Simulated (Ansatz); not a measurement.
Input of an Ansatz 0.2.0 run:

The input input.yaml:

```yaml
crystal:
  lattice:
    - [6.12, 0.0, 0.0]
    - [0.0, 3.06, 0.0]
    - [0.0, 0.0, 4.56]
  atoms:
    - { symbol: Ti, position: [0.677, 0.25, 0.377] }
    - { symbol: Ti, position: [0.323, 0.75, 0.623] }
    - { symbol: Ti, position: [0.823, 0.75, 0.877] }
    - { symbol: Ti, position: [0.177, 0.25, 0.123] }
    - { symbol: B, position: [0.529, 0.25, 0.897] }
    - { symbol: B, position: [0.471, 0.75, 0.103] }
    - { symbol: B, position: [0.971, 0.75, 0.397] }
    - { symbol: B, position: [0.029, 0.25, 0.603] }
hamiltonian:
  xc: pbesol
  pseudopotentials: { kind: paw }
kpoints:
  mp_grid: { grid: [5, 9, 6] }
  band_path:
    path:
      - [[0.0, 0.0, 0.0], [0.0, 0.5, 0.0], [0.0, 0.5, 0.5], [0.0, 0.0, 0.5], [0.0, 0.0, 0.0], [0.5, 0.0, 0.0], [0.5, 0.5, 0.0], [0.5, 0.5, 0.5], [0.5, 0.0, 0.5], [0.5, 0.0, 0.0]]
      - [[0.0, 0.0, 0.5], [0.5, 0.0, 0.5]]
      - [[0.5, 0.5, 0.0], [0.0, 0.5, 0.0]]
      - [[0.0, 0.5, 0.5], [0.5, 0.5, 0.5]]
    npoints: 10
scf:
  occupations: { method: fermi_dirac, width: 0.05 }
  n_extra_bands: 20
output:
  forces: true
  stress: true
  eigenvalues: true
  fatbands: true
```

Potentials or basis: Ansatz PAW.

Command:

```bash
$ ansatz run input.yaml --threads 4 --pin off --max-ram 11264MiB --backend cpu --events-out ev --progress --plain --runs-dir out
```

Task: Predict the pressure.

Result: -5.7 GPa.

Task: Predict the largest force.

Result: 0.260 eV/Å.

Task: Predict the band gap on the k mesh.

Result: None (metal or under the smearing width).

Stress tensor (GPa, compression positive):
```
-5.92  0.00  0.00
 0.00 -5.63  0.00
 0.00  0.00 -5.65
```

Caveat: the PAW data sets come from PBE, with cores solved anew for the run's functional, which leaves a small shift of forces and pressure.
